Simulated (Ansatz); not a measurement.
## SiNi: relaxation of cell and atoms with LDA

Crystal: SiNi.

```xyz
4
Lattice="2.9428 0.0000 0.0000 0.0000 3.2803 0.0000 0.0000 0.0000 4.6774" Properties=species:S:1:pos:R:3 pbc="T T T"
Ni    1.4714    1.6402    1.6020
Ni    0.0000    0.0000    3.0754
Si    1.4714    1.6402    3.9438
Si    0.0000    0.0000    0.7337
```

The cell is a database's computed one.

```yaml
Program: Ansatz 0.2.0
Task: relaxation of cell and atoms
Functional: LDA
Potentials_or_basis: all-electron LAPW, scalar-relativistic
Basis_error_allowed: 0.002 eV/atom
k_mesh: 7 × 6 × 5
Occupations: fermi-dirac, width 0.05 eV
Spin: collinear spin, ferromagnetic start
Starting_moments: "[1.0, 1.0, 0.0, 0.0] μB"
```

```
Relaxed volume                         : 10.98 Å³/atom
Relaxed cell                           : a = 2.860 Å, b = 3.310 Å, c = 4.641 Å, α = 90.00°, β = 90.00°, γ = 90.00°
Space group after relaxing (to 0.05 Å) : Pmmn (No. 59)
Energy gained by relaxing              : 5.5 meV/atom
Ionic steps                            : 9
Pressure after relaxing                : 0.0 GPa
Largest force after relaxing           : 0.004 eV/Å
Net moment                             : 0.00 μB per cell
Absolute moment                        : 0.00 μB per cell
```

Forces in eV/Å, atoms in the order of the input:
```
Ni   0.000  0.000  0.004
Ni   0.000  0.000 -0.004
Si   0.000  0.000 -0.004
Si   0.000  0.000  0.004
```

The path:
| step | energy change (eV) | largest force (eV/Å) | volume (Å³) |
| --- | --- | --- | --- |
| 1 | 0.0000 | 0.2171 | 45.15 |
| 2 | -0.0155 | 0.1353 | 44.55 |
| 3 | -0.0203 | 0.0123 | 44.02 |
| 4 | -0.0205 | 0.0131 | 44.00 |
| 5 | -0.0207 | 0.0053 | 44.03 |
| 6 | -0.0214 | 0.0408 | 44.08 |
| 7 | -0.0219 | 0.0409 | 43.98 |
| 8 | -0.0221 | 0.0041 | 43.93 |
| 9 | -0.0221 | 0.0041 | 43.93 |

Final structure:
```xyz
4
Lattice="2.8603 0.0000 0.0000 0.0000 3.3097 0.0000 0.0000 0.0000 4.6411" Properties=species:S:1:pos:R:3 pbc="T T T"
Ni    1.4301    1.6548    1.5899
Ni    0.0000    0.0000    3.0512
Si    1.4301    1.6548    3.9018
Si    0.0000    0.0000    0.7393
```

Run time: 84 s on 4 threads of Intel(R) Xeon(R) Platinum 8375C CPU @ 2.90GHz (Ice Lake), with other jobs on the host, peak memory 0.7 GiB.

Caveat: the k mesh is thin for a metal, which can move the energy by tens of meV per atom; the starting moments weren't kept.
